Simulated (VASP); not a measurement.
# Cu, self-consistent run: which settings are enough?

Cu, I4/mmm (no. 139), 1 atom in the cell. RevPBE; PAW potentials Cu (PBE set). VASP 6.6.1.

Wanted: energy within 0.2 meV/atom; Fermi level within 0.005 eV.

What the run is for: comparing ways to start; Accuracy asked: tight.

POSCAR:
```
Cu
1.0
   -1.4427933200      1.4427933200      1.3760814500
    1.4427933200     -1.4427933200      1.3760814500
    1.4427933200      1.4427933200     -1.3760814500
Cu
1
Direct
    0.0000000000      0.0000000000      0.0000000000
```

## How the run starts (with a second run first, the time holds both)

| How the run starts (with a second run first, the time holds both) | Energy less reference (meV/atom) | Fermi level (eV) | Time (s) |
|---|---|---|---|
| from scratch: 12 SCF iterations | 0.00 | 8.0989 | 8.6 |
| orbitals of a nearby geometry (ISTART 1): 12 + 6 SCF iterations | 0.00 | 8.0989 | 15 |
| orbitals and density of a nearby geometry: 12 + 7 SCF iterations | 0.00 | 8.0989 | 15 |
| density of a nearby geometry (ICHARG 1): 12 + 11 SCF iterations | 0.00 | 8.0989 | 16 |
| orbitals in the old basis (ISTART 2), symmetry off: 12 + 6 SCF iterations | 0.61 | 8.0990 | 55 |

## Question

For each series: keep the first row unless others stay within half of the tolerance and take at least 30 % less time, and then take the fastest.

## Answer

- How the run starts (with a second run first, the time holds both): from scratch: 12 SCF iterations

The chosen settings are those of the reference run.

## The input

INCAR:
```
ALGO = Normal
EDIFF = 1E-6
ENCUT = 400
GGA = RE
GGA_COMPAT = F
ISIF = 2
ISMEAR = 1
LASPH = T
LCHARG = F
LREAL = F
LWAVE = F
NELM = 120
PREC = Accurate
SIGMA = 0.1
```

KPOINTS:
```
k-points
0
Gamma
  16 16 16
```

Commands:
```
cat potpaw_PBE.64/Cu/POTCAR > POTCAR
mpirun -np 1 vasp_std > vasp.out
```

The chosen input took VASP 6.6.1 8.6 s on 1 core (Intel Xeon Platinum 8559C (Emerald Rapids)), a shared host.

## An input that fails: restart asked without its files

VASP's message: ERROR: charge density could not be read from file CHGCAR for ICHARG>10.

Changes against the starting input:
```
- NELM = 120
+ NELM = 60
+ ICHARG = 11
```
